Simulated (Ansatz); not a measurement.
Results of PBE0-D3(BJ) (Ansatz, a first-principles code, PAW) for zinc-blende ZnTe.

Numerical settings: plane-wave cutoff 460 eV, 8×8×8 k mesh, Fermi–Dirac smearing 0.01 eV, scalar-relativistic PAW data made under PBE.

Equation-of-state points:

```csv
V (Å³/atom),E − E_lowest (meV/atom),P (GPa)
26.187,13.76,3.25
26.876,3.47,1.56
27.565,0.00,0.08
28.039,1.12,-0.83
28.943,10.13,-2.33
```

Question: Estimate the bulk modulus from the pressures at 26.876 and 28.039 Å³/atom, and compare it with a fit to all energies.

Answer: B = −V dP/dV. Between V = 26.876 and 28.039 Å³/atom, dP/dV = (-0.83 − (1.56))/(28.039 − 26.876) = -2.06 GPa per Å³/atom; at the midpoint 27.458 Å³/atom this gives B ≈ 56.4 GPa. The third-order Birch–Murnaghan fit gives V0 = 27.606 Å³/atom, B0 = 54.8 GPa, B′ = 4.6, which lies 3 % below that estimate.

Measured, for comparison: bulk modulus 51 ± 3 GPa (room temperature, no zero-point or thermal correction; as tabulated in Determination of phase transition pressures of ZnTe under quasihydrostatic …); equilibrium volume per atom 28.42 Å³/atom (room temperature, no zero-point or thermal correction; as tabulated in Albrecht et al. (1997), arXiv:cond-mat/9706128). Computed (rounded) less measured: bulk modulus +7 %, equilibrium volume per atom -2.9 %. A static lattice is as a rule a little smaller and stiffer than an uncorrected measurement, which narrows the difference in the bulk modulus and would widen misses of the other sign.

Spin–orbit coupling is not included.

Static lattice: no zero-point or thermal effects.
